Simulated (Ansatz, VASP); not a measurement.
Two plane-wave programs on Ca

INCAR

```
SYSTEM = Ca
ALGO     = Normal         ! electronic algorithm
EDIFF    = 1E-7           ! SCF threshold, eV
ENCUT    = 520            ! plane-wave cutoff, eV
GGA      = PE             ! functional
ISIF     = 2              ! what is computed and relaxed
ISMEAR   = -1             ! smearing method
LASPH    = .TRUE.         ! aspherical terms in the spheres
LCHARG   = .FALSE.        ! write CHGCAR
LREAL    = .FALSE.        ! projectors in reciprocal space
LWAVE    = .FALSE.        ! write WAVECAR
NBANDS   = 11             ! bands
NELM     = 100            ! most SCF steps
PREC     = Accurate       ! precision mode
SIGMA    = 0.05           ! smearing width, eV
```

Contents of KPOINTS:

```
k-points
0
G
  8 8 8
  0 0 0
```

The input POSCAR:

```
Ca
1.0
   -2.1942728835      2.1942728835      2.1942728835
    2.1942728835     -2.1942728835      2.1942728835
    2.1942728835      2.1942728835     -2.1942728835
Ca
1
Direct
    0.0000000000      0.0000000000      0.0000000000
```

File input.yaml:

```yaml
crystal:
  lattice:
    - [-2.1942728835, 2.1942728835, 2.1942728835]
    - [2.1942728835, -2.1942728835, 2.1942728835]
    - [2.1942728835, 2.1942728835, -2.1942728835]
  atoms:
    - { symbol: Ca, position: [0.0, 0.0, 0.0] }
hamiltonian:
  xc: pbe
  pseudopotentials: { kind: paw }
kpoints:
  mp_grid: { grid: [8, 8, 8] }
scf:
  occupations: { method: fermi_dirac, width: 0.05 }
output:
  forces: true
  stress: true
  eigenvalues: true
  write_density: true
  write_potential: true
  elf: true
  volumetric_format: npy
```

Change from the starting cell: volume scaled by 0.94.

Alike in both runs: task single point; functional PBE; k mesh 8 × 8 × 8; occupations fermi-dirac, width 0.05 eV; no spin polarisation.

```csv
,VASP,Ansatz
version,VASP 6.6.1,Ansatz 0.2.0
potentials or method,"VASP PAW PBE potentials, release 64 (Ca_sv)",Ansatz PAW
plane-wave cutoff (eV),520,420
valence electrons in the cell,10,10
```

```tsv
	VASP	Ansatz	Ansatz less VASP
gap on the k mesh at the Fermi level (eV)	none	none	-
pressure (GPa)	0.0	0.0	-0.01
```

A gap of «none» marks a metal or a gap that the smearing closes.
